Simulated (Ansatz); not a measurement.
Crystal: TiO2.

```
CELL_PARAMETERS angstrom
-2.97316 3.28737 3.28740
2.97316 -3.28737 3.28740
2.97316 3.28737 -3.28740
ATOMIC_POSITIONS crystal
Ti 0.00000 0.50000 0.00000
Ti 0.00000 0.00000 0.50000
Ti 0.49524 0.24524 0.25000
Ti 0.50475 0.75475 0.75000
O 0.69508 0.69523 0.50015
O 0.69508 0.19493 0.99985
O 0.80452 0.74962 0.05490
O 0.19472 0.74962 0.44510
O 0.80528 0.25038 0.55490
O 0.30492 0.80507 0.00015
O 0.19548 0.25038 0.94510
O 0.30492 0.30477 0.49985
```

The cell is a database's computed one.

| Quantity | Value |
| --- | --- |
| Program | Ansatz 0.2.0 |
| Task | relaxation of cell and atoms |
| Functional | r2SCAN |
| Dispersion | D3(BJ) |
| Potentials or basis | Ansatz PAW |
| Cutoff | 500 eV (not typed: the program's choice for these potentials) |
| k mesh | 6 × 6 × 6 |
| Occupations | fermi-dirac, width 0.05 eV |
| Spin | no spin polarisation |

At the start: volume 10.71 Å³/atom.

Question: Where does the relaxation end?

Answer: It ends after 7 steps and the volume is 10.32 Å³/atom (-3.6 %); space group P4_2/mnm (No. 136, to 0.05 Å).

Step by step:
```
step  energy change (eV)  largest force (eV/Å)  volume (Å³)
   1              0.0000                0.1171       128.52
   2             -0.1165                0.0469       125.03
   3             -0.1254                0.0530       123.82
   4             -0.1272                0.0027       123.84
   5             -0.1239                0.0026       123.84
   6             -0.1239                0.0001       123.85
   7             -0.1239                0.0001       123.85
```

Final structure:
```
CELL_PARAMETERS angstrom
-2.94911 3.24017 3.24018
2.94911 -3.24017 3.24018
2.94911 3.24017 -3.24018
ATOMIC_POSITIONS crystal
Ti 0.00000 0.50000 0.00000
Ti 0.00000 0.00000 0.50000
Ti 0.50000 0.25000 0.25000
Ti 0.50000 0.75000 0.75000
O 0.69566 0.69566 0.50000
O 0.69566 0.19566 0.00000
O 0.80434 0.75000 0.05434
O 0.19565 0.75000 0.44566
O 0.80435 0.25000 0.55434
O 0.30434 0.80434 0.00000
O 0.19566 0.25000 0.94566
O 0.30434 0.30434 0.50000
```

Caveat: the plane-wave basis is chosen anew once the cell has moved, so the energies of steps on either side of that aren't comparable; the PAW data sets come from PBE, with cores solved anew for the run's functional, which leaves a small shift of forces and pressure; the dispersion damping was fitted for another functional or another form of the correction.
